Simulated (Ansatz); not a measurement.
# CuI: how the settings move a single-point run

Question: which choices in the input matter for CuI?

Computed with Ansatz 0.2.0 (reference: DFT, PBEsol, plane waves, PAW, unless a step's input says otherwise).

3 further runs of the same task are left out: 3 that didn't finish.

## (1) Starting point

The structure is cubic, space group F-43m (No. 216). The conventional cell has a = 6.024 Å, b = 6.024 Å, c = 6.024 Å, α = 90.00°, β = 90.00°, γ = 90.00°. Cu (site symmetry -43m) has 4 I at 2.61 Å as nearest neighbours. I (site symmetry -43m) is surrounded by 4 Cu at 2.61 Å.

Structure file:

```cif
data_structure
_symmetry_space_group_name_H-M 'P 1'
_symmetry_Int_Tables_number 1
_cell_length_a 4.2597
_cell_length_b 4.2597
_cell_length_c 4.2597
_cell_angle_alpha 60.000
_cell_angle_beta 60.000
_cell_angle_gamma 60.000
_cell_volume 54.65
loop_
_atom_site_label
_atom_site_type_symbol
_atom_site_fract_x
_atom_site_fract_y
_atom_site_fract_z
_atom_site_occupancy
Cu1 Cu 0.00000 0.00000 0.00000 1
I1 I 0.25000 0.25000 0.25000 1
```

## (2) The reference run

File input.yaml:

```yaml
crystal:
  lattice:
    - [0.0, 3.0120290156, 3.0120290156]
    - [3.0120290156, 0.0, 3.0120290156]
    - [3.0120290156, 3.0120290156, 0.0]
  atoms:
    - { symbol: Cu, position: [0.0, 0.0, 0.0] }
    - { symbol: I, position: [0.25, 0.25, 0.25] }
kpoints:
  mp_grid: { grid: [6, 6, 6] }
hamiltonian:
  xc: pbesol
scf:
  occupations: { method: fixed }
  n_extra_bands: 4
output:
  forces: true
  stress: true
  eigenvalues: true
```

The run is started by

```bash
> ansatz run input.yaml --threads 4 --pin off --max-ram 3686MiB --backend cpu --events-out ev --progress --plain --runs-dir out
```

## (3) Changing settings: xc lda

input.yaml, as its differences from that of step 2:

```diff
@@ -11,3 +11,3 @@
 hamiltonian:
-  xc: pbesol
+  xc: lda
 scf:
```

## (4) Variant: xc mr2scan

input.yaml, as its differences from that of step 2:

```diff
@@ -11,3 +11,3 @@
 hamiltonian:
-  xc: pbesol
+  xc: mr2scan
 scf:
```

What does the calculation give? Wanted: for each run, ending; energy change; pressure; gap; force.

As calculated:

| run | ending | energy change | pressure (GPa) | gap (eV) | force (eV/Å) | cycles | time |
| --- | --- | --- | --- | --- | --- | --- | --- |
| reference | converged | - | -1.9 | 1.06 | 0.00 | 6 | 1 s |
| 1: xc lda | converged | not comparable | -3.7 | 0.99 | 0.00 | 6 | 1.4 s |
| 2: xc mr2scan | converged | not comparable | 0.0 | 1.67 | 0.00 | 8 | 3.2 s |

Residual by cycle in the longest SCF loop of each run; runs are numbered as in the table. The quantity is the density residual dr2, in eV.

| cycle | reference | run 1 | run 2 |
| --- | --- | --- | --- |
| 1 | 0.0203 | 0.0258 | 0.181 |
| 2 | 0.0372 | 0.0456 | 0.279 |
| 3 | 8.8e-4 | 0.0022 | 0.00363 |
| 4 | 3.9e-5 | 8.3e-5 | 0.00168 |
| 5 | 3.0e-7 | 2.2e-6 | 2.0e-4 |
| 6 | 3.3e-8 | 5.0e-9 | 5.0e-7 |
| 7 | - | - | 1.5e-8 |
| 8 | - | - | 1.4e-10 |

**Reading.** The pressure spans -3.7 to 0.0 GPa over the reference and the converged variants. The gap spans 0.99 to 1.67 eV over the reference and the converged variants. Of the variants the dearest is «xc mr2scan» (3.2 s), the cheapest «xc lda» (1.4 s), on a shared host. The gap of the reference lacks spin-orbit coupling, though the cell holds I.
